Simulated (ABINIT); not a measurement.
## C: single point with PBE

Crystal: C.

```
C
1.0
     0.00000    1.78337    1.78337
     1.78337    0.00000    1.78337
     1.78337    1.78337    0.00000
C
2
Cartesian
  2.6751 2.6751 2.6751
  1.7834 1.7834 1.7834
```

This isn't the form of C at room conditions, which is graphite.

```yaml
Program: ABINIT 10.8.3 (patched build)
Task: single point
Functional: PBE
Potentials_or_basis: SPMS NC PBE v1.0
Cutoff: 816 eV
k_mesh: 10 × 10 × 10
Occupations: fermi-dirac, width 0.05 eV
Spin: no spin polarisation
```

```yaml
Band_gap_on_the_k_mesh: 4.22 eV, indirect (least direct gap 5.64 eV)
All_electrons_inside_the_program's_atomic_spheres: C 4.70 (radii [1.0584] Å)
```

Levels at points of the mesh, in eV from the valence-band top:
```csv
k point,band 2,band 3,band 4,band 5,band 6,band 7
"(0.00, 0.00, 0.00)",0.00,0.00,0.00,5.64,5.64,5.64
"(0.50, 0.00, 0.00)",-13.40,-2.81,-2.81,8.52,8.52,8.88
"(0.50, 0.50, 0.00)",-12.79,-6.32,-6.32,4.82,4.82,16.83
```

Wall time 1.6 s on 4 MPI ranks on Intel(R) Xeon(R) Platinum 8559C (Emerald Rapids), on a shared host, peak memory 0.2 GiB a rank.

 A k mesh can miss the band edges.
